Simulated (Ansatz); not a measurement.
Runs of Ansatz 0.2.0 on SiC (Moissanite 6H). It takes space group P6_3mc (No. 186, hexagonal). Conventional cell: a = 3.095 Å, b = 3.095 Å, c = 15.170 Å, α = 90.00°, β = 90.00°, γ = 120.00°. Around Si (site symmetry 3m) lie 4 C at 1.90 Å. Around Si (site symmetry 3m) lie 4 C at 1.90 Å. Si (site symmetry 3m) is surrounded by 4 C at 1.90 Å. Around C (site symmetry 3m) lie 4 Si at 1.90 Å. C (site symmetry 3m) is surrounded by 4 Si at 1.90 Å. C (site symmetry 3m) is surrounded by 4 Si at 1.90 Å. 

```tsv
task	level	potentials or basis	cell	cutoff (eV)	smearing	points for each segment of the path	gap on the mesh (eV)	pressure (GPa)	V0 of scaled cells (Å³/atom)	relaxed volume (Å³/atom)	B0 (GPa)	largest force (eV/Å)
equation of state	PBEsol	Ansatz PAW	as given	420	fermi-dirac 0.05 eV	-	-	-	10.34	-	222	-
band structure	BPBE	Ansatz PAW	as given	420	fermi-dirac 0.05 eV	10	2.03	0.4	-	-	-	0.14
relaxation of cell and atoms	PBEsol+D4	Ansatz PAW	relaxed	420	fermi-dirac 0.05 eV	-	1.92	0.0	-	10.22	-	-
band structure	RPBE	Ansatz PAW	as given	420	fermi-dirac 0.05 eV	10	2.04	3.4	-	-	-	0.14
relaxation of cell and atoms	RPBE+D4	Ansatz PAW	relaxed	420	fermi-dirac 0.05 eV	-	2.03	0.0	-	(b)	-	-
single point	PBE	Ansatz PAW	as given	420	gaussian 0.014 eV	-	2.02	0.2	-	-	-	0.14
equation of state	PBEsol	PseudoDojo PBEsol	as given	1116	fermi-dirac 0.05 eV	-	-	-	10.34	-	221	-
equation of state	BLYP	Ansatz PAW	as given	420	fermi-dirac 0.05 eV	-	-	-	10.73	-	198	-
band structure	PBE	Ansatz NC	as given	1116	fermi-dirac 0.05 eV	10	2.02	0.4	-	-	-	0.14
relaxation of cell and atoms	revPBE	Ansatz PAW	relaxed	420	fermi-dirac 0.05 eV	-	2.04	0.0	-	10.62	-	-
relaxation of cell and atoms	PBEsol+D3(BJ)	Ansatz PAW	relaxed	420	fermi-dirac 0.05 eV	-	1.92	0.0	-	10.16	-	-
band structure	LDA	Ansatz PAW	as given	420	fermi-dirac 0.05 eV	10	1.98	(a)	-	-	-	0.14
```

Alike in all rows: no spin polarisation; k mesh 10 × 10 × 2.

Estimate the missing entries.

(a) -7.3; (b) 10.18.

Caveats: the PAW data sets come from PBE, with cores solved anew for the run's functional, which leaves a small shift of forces and pressure (some runs); the potentials were made for another functional, which shifts forces and pressure (some runs); the plane-wave basis is chosen anew once the cell has moved, so the energies of steps on either side of that aren't comparable (some runs); the cell was scaled at fixed shape and fractional positions, which overstates the stiffness of a crystal with free parameters, most of all of layers and chains (some runs).

A k mesh can miss the band edges.

Not every run made on this cell is shown here.
